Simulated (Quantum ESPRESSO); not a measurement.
InSe: single point with PBEsol

**Experimental background.**

“The Interaction of Hydrogen with the van der Waals Crystal γ-InSe”, 2020, pmc:7321205 reports, for a bulk crystal of InSe at 300 K: band gap 1.25 eV.

Crystal: InSe.

```
CELL_PARAMETERS angstrom
2.00000 1.15470 8.44000
-2.00000 1.15470 8.44000
0.00000 -2.30940 8.44000
ATOMIC_POSITIONS crystal
In 0.88860 0.88860 0.88860
In 0.00000 0.00000 0.00000
Se 0.17190 0.17190 0.17190
Se 0.38350 0.38350 0.38350
```

```yaml
Program: Quantum ESPRESSO 7.5
Task: single point
Functional: PBEsol
Potentials_or_basis: GBRV 1.5 PBEsol
Cutoff: 762 eV
Density_cutoff: 6095 eV
k_mesh: 8 × 8 × 8
Occupations: fermi-dirac, width 0.05 eV
Spin: no spin polarisation
```

- Pressure: 0.0 GPa
- Largest force: 0.305 eV/Å
- Band gap on the k mesh: 0.32 eV, direct

Forces on the atoms (eV/Å):
```
In   0.000  0.000  0.305
In   0.000  0.000 -0.287
Se   0.000  0.000 -0.086
Se   0.000  0.000  0.068
```

Stress tensor (GPa, compression positive):
```
 0.34  0.00  0.00
 0.00  0.34  0.00
 0.00  0.00 -0.64
```

Levels at points of the mesh, in eV from the valence-band top:
```
              k point  band 17  band 18  band 19  band 20  band 21  band 22
   (0.00, 0.00, 0.00)    -1.31    -1.21    -1.21     1.62     1.99     4.35
  (0.00, 0.00, -0.50)    -2.35    -2.25    -1.69     1.13     1.90     3.56
 (0.00, -0.50, -0.50)    -2.52    -2.06    -1.52     1.11     1.91     3.21
(-0.50, -0.50, -0.50)    -1.14    -1.14     0.00     0.32     2.05     4.27
```

It took 6.2 min on 2 MPI ranks on Arm Neoverse V1, with other jobs on the host, peak memory 1 GiB a rank.

Measured gap of InSe: 1.25 eV (300 K; “The Interaction of Hydrogen with the van der Waals Crystal γ-InSe”, 2020, pmc:7321205). This calculation gives 0.32 eV (-0.93 eV). Spin-orbit coupling on In, Se is left out. The value is that of PBEsol on a finite k mesh, which can miss the band edges, without temperature or zero-point motion. Semilocal functionals fall short of measured gaps as a rule.

Caveat: spin-orbit coupling is left out, which moves the levels of the heavy elements.
